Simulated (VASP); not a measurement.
Runs of VASP 6.6.1 on InP. It takes space group F-43m (No. 216, cubic). The conventional cell has a = 5.893 Å, b = 5.893 Å, c = 5.893 Å, α = 90.00°, β = 90.00°, γ = 90.00°. Around In (site symmetry -43m) lie 4 P at 2.55 Å. P (site symmetry -43m) is surrounded by 4 In at 2.55 Å. 

| task | cell | gap on the mesh (eV) | pressure (GPa) |
| --- | --- | --- | --- |
| relaxation of the atoms | atoms relaxed from: a relaxed cell with its volume scaled by 1.06 | 0.30 | -3.3 |
| relaxation of the atoms | atoms relaxed from: a relaxed cell with its volume scaled by 0.98 | (a) | 1.4 |
| relaxation of the atoms | atoms relaxed from: a relaxed cell with its volume scaled by 1.04 | 0.41 | -2.3 |
| relaxation of the atoms | atoms relaxed from: a relaxed cell with its volume scaled by 0.94 | (b) | 4.6 |
| relaxation of the atoms | atoms relaxed from: a relaxed cell with its volume scaled by 0.96 | 0.85 | 2.9 |
| relaxation of the atoms | atoms relaxed from: a relaxed cell with its volume scaled by 1.02 | 0.52 | -1.2 |
| relaxation of cell and atoms | relaxed | 0.62 | 0.0 |
| relaxation of the atoms | atoms relaxed | 0.62 | 0.0 |

Alike in all rows: level PBE+D3(BJ); potentials or basis VASP PAW PBE potentials, release 64 (In_d, P); no spin polarisation; k mesh 8 × 8 × 8; cutoff (eV) 600; smearing gaussian 0.03 eV.

Question: Fill in the values left out.

Answer: (a) 0.73; (b) 0.96.

Caveats: the relaxation stopped at its first step, so nothing moved; spin-orbit coupling is left out, which moves the levels of the heavy elements.

A k mesh can miss the band edges, and the runs leave out spin-orbit coupling on In.
